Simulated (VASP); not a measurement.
Here is a VASP 6.6.1 calculation.

Contents of INCAR:

```
  ALGO = Normal
  EDIFF = 1E-6
  ENCUT = 520
  GGA = PE
  ISIF = 2
  ISMEAR = 0
  LASPH = T
  LCHARG = F
  LREAL = F
  LWAVE = F
  NBANDS = 19
  NELM = 80
  PREC = Accurate
  SIGMA = 0.1
```

File KPOINTS:

```
k-points
0
Gamma
  6 6 6
```

POSCAR

```
Cd
1.0
    1.4688521610     -4.2764520796      0.0000000000
    1.4688521610      4.2764520796      0.0000000000
   -0.1247409156      0.0000000000      3.5366412700
Cd
2
Direct
    0.8690000000      0.1310000000      0.2500000000
    0.1310000000      0.8690000000      0.7500000000
```

Potentials or basis: VASP PAW PBE potentials, release 64 (Cd).

Command:

```console
$ cat potpaw_PBE.64/Cd/POTCAR > POTCAR
$ mpirun -np 1 vasp_std > vasp.out
```

Problem. What does it give for the largest force?

Solution. 0.333 eV/Å.

Problem. Estimate the pressure.

Solution. 5.5 GPa.

Problem. Estimate the band gap on the k mesh.

Solution. None (metal or under the smearing width).

Forces in eV/Å, atoms in the order of the input:
```
Cd   0.000  0.333  0.000
Cd   0.000 -0.333  0.000
```

Caveat: the k mesh is coarse (spacing up to 0.38 Å⁻¹), so the values aren't converged.
